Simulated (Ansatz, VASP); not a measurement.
**InP in VASP and in Ansatz**

File INCAR:

```
ALGO = Normal
EDIFF = 1E-6
ENCUT = 520
ISIF = 2
ISMEAR = 0
LASPH = T
LCHARG = F
LREAL = F
LWAVE = F
NBANDS = 16
NELM = 100
PREC = Accurate
SIGMA = 0.02
```

Contents of KPOINTS:

```
k-points
0
Gamma
  8 8 8
```

POSCAR

```
InP
1.0
    0.0000000000      2.9132000000      2.9132000000
    2.9132000000      0.0000000000      2.9132000000
    2.9132000000      2.9132000000      0.0000000000
In P
1 1
Direct
    0.0000000000      0.0000000000      0.0000000000
    0.2500000000      0.2500000000      0.2500000000
```

Input for Ansatz:

```yaml
crystal:
  lattice:
    - [0.0, 2.9132, 2.9132]
    - [2.9132, 0.0, 2.9132]
    - [2.9132, 2.9132, 0.0]
  atoms:
    - { symbol: In, position: [0.0, 0.0, 0.0] }
    - { symbol: P, position: [0.25, 0.25, 0.25] }
basis:
  ecutwfc: 420
kpoints:
  mp_grid: { grid: [8, 8, 8] }
hamiltonian:
  xc: lda
scf:
  occupations: { method: gaussian, width: 0.02 }
output:
  forces: true
  stress: true
  eigenvalues: true
  write_density: true
  write_potential: true
  elf: true
  volumetric_format: npy
```

Alike in both runs: task single point; functional LDA; k mesh 8 × 8 × 8; occupations gaussian, width 0.02 eV; no spin polarisation.

|  | VASP | Ansatz |
| --- | --- | --- |
| version | VASP 6.6.1 | Ansatz 0.2.0 |
| potentials or method | VASP PAW LDA potentials, release 64 (In_d, P) | scalar-relativistic, plane waves, PAW |
| plane-wave cutoff (eV) | 520 | 420 |
| valence electrons in the cell | 18 | 18 |

```tsv
	VASP	Ansatz	Ansatz less VASP
gap on the k mesh at the Fermi level (eV)	0.61	0.58	-0.029
least direct gap on the mesh (eV)	0.61	0.58	-0.029
pressure (GPa)	0.0	0.0	-0.02
```

Caveats: spin-orbit coupling is left out, which moves the levels of the heavy elements. As with any semilocal functional, this LDA gap is likely too small.
